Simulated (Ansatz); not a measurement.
Born–Oppenheimer molecular dynamics of C₃H₄N₂ (9 atoms, charge 0, multiplicity 1). It starts from a relaxed structure.

All numbers below come from UKS PBE0-D4/STO-3G (Ansatz).

```yaml
ensemble: NVE (velocity Verlet)
time_step: 0.5 fs
steps_asked: 314
starting_velocities_drawn_for: 2000 K
seed: 471113
```

First frame:

```xyz
9
Properties=species:S:1:pos:R:3
C 0.018 1.150 -0.482
C 0.730 0.000 -0.722
N 0.220 -0.949 0.174
C -0.781 -0.314 0.912
N -0.946 0.978 0.549
H 0.128 2.113 -0.985
H 1.531 -0.246 -1.420
H 0.532 -1.936 0.266
H -1.343 -0.843 1.688
```

How far do the bonds stretch over the last three quarters of this one trajectory? (Pairs bonded in most of those frames.)


```tsv
bond	mean (Å)	spread (Å)	shortest	longest
C1–C2	1.377	0.035	1.30	1.45
C1–N5	1.435	0.059	1.34	1.54
C1–H6	1.111	0.071	0.99	1.23
C2–N3	1.409	0.033	1.33	1.49
C2–H7	1.095	0.017	1.06	1.14
N3–C4	1.411	0.051	1.32	1.51
N3–H8	1.049	0.031	1.00	1.10
C4–N5	1.371	0.078	1.24	1.50
C4–H9	1.102	0.029	1.05	1.16
```

Mean temperature of the second half: 990 K. The conserved energy stayed within 1.4 meV per atom of its start (net change 0.35 meV per atom), so the integration is sound. Over the second half the temperature averaged 0.50 of the 2000 K drawn at the start: a run that starts near a minimum puts about half its kinetic energy into the potential. A run of 0.16 ps of so small a system gives no equilibrium averages. Limits of this set-up: minimal basis.

Time of the run: 11 min on 1 thread of Arm Neoverse V2 (shared host), peak memory 0.11 GiB.
